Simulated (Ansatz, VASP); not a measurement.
One calculation of Nb, two programs

INCAR

```
  ALGO = Normal
  EDIFF = 1E-6
  ENCUT = 520
  GGA = PS
  ISIF = 2
  ISMEAR = -1
  LASPH = True
  LCHARG = False
  LREAL = False
  LWAVE = False
  NBANDS = 12
  NELM = 100
  PREC = Accurate
  SIGMA = 0.08
```

KPOINTS

```
k-points
0
Gamma
  13 13 13
```

Contents of POSCAR:

```
Nb
1.0
    0.0000000000      2.1079263686      2.1079263686
    2.1079263686      0.0000000000      2.1079263686
    2.1079263686      2.1079263686      0.0000000000
Nb
1
Direct
    0.0000000000      0.0000000000      0.0000000000
```

Input for Ansatz:

```yaml
crystal:
  lattice:
    - [0.0, 2.1079263686, 2.1079263686]
    - [2.1079263686, 0.0, 2.1079263686]
    - [2.1079263686, 2.1079263686, 0.0]
  atoms:
    - { symbol: Nb, position: [0.0, 0.0, 0.0] }
kpoints:
  mp_grid: { grid: [13, 13, 13] }
  band_path:
    path:
      - [0.0, 0.0, 0.0]
      - [0.5, 0.0, 0.5]
      - [0.625, 0.25, 0.625]
      - [0.375, 0.375, 0.75]
      - [0.0, 0.0, 0.0]
      - [0.5, 0.5, 0.5]
      - [0.5, 0.25, 0.75]
      - [0.5, 0.0, 0.5]
    npoints: 5
scf:
  occupations: { method: fermi_dirac, width: 0.08 }
hamiltonian:
  xc: pbesol
  pseudopotentials: { kind: all_electron, lapw: { basis_error: 0.00025 } }
output:
  forces: true
  stress: true
  eigenvalues: true
```

Change from the starting cell: volume scaled by 0.99.

Alike in both runs: task single point; functional PBEsol; k mesh 13 × 13 × 13; occupations fermi-dirac, width 0.08 eV; no spin polarisation.

```csv
,VASP,Ansatz
version,VASP 6.6.1,Ansatz 0.2.0
potentials or method,"VASP PAW PBE potentials, release 64 (Nb_sv)","all-electron LAPW, scalar-relativistic"
plane-wave cutoff (eV),520,see its input
```

|  | VASP | Ansatz | Ansatz less VASP |
| --- | --- | --- | --- |
| pressure (GPa) | -5.4 | -5.1 | +0.30 |

Ansatz ran all-electron here, so the differences hold the error of VASP's frozen core and of both bases.

Caveats: the PAW data sets were made with another functional, which shifts forces and pressure a little (VASP).
